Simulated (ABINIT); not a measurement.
AlN:

```
Al N
1.0
     0.00000    2.18399    2.18399
     2.18399    0.00000    2.18399
     2.18399    2.18399    0.00000
Al N
1 1
Cartesian
  0.0000 0.0000 0.0000
  1.0920 1.0920 1.0920
```

Measurements of this composition are mostly on another form, of space group No. 186.

Program: ABINIT 10.8.3 (patched build). Alike in all runs: task single point; level PBE0; potentials or basis SPMS NC PBE v1.0; no spin polarisation; cell as given; k mesh 6 × 6 × 6; cutoff (eV) 952; smearing fermi-dirac 0.05 eV.

Task: Order these runs on this cell by their band gap on the k mesh, lowest first.
A. share of exact exchange 0.25
B. share of exact exchange 0.5
C. share of exact exchange 0.35
D. share of exact exchange 0.05
E. share of exact exchange 0.15

Result: D (3.72 eV), E (4.52 eV), A (5.33 eV), C (6.15 eV), B (7.39 eV).

Caveats: exact exchange is summed on a coarse mesh, which widens gaps by tenths of an eV.

A k mesh can miss the band edges.

Runs at the PBE level aren't shown here.
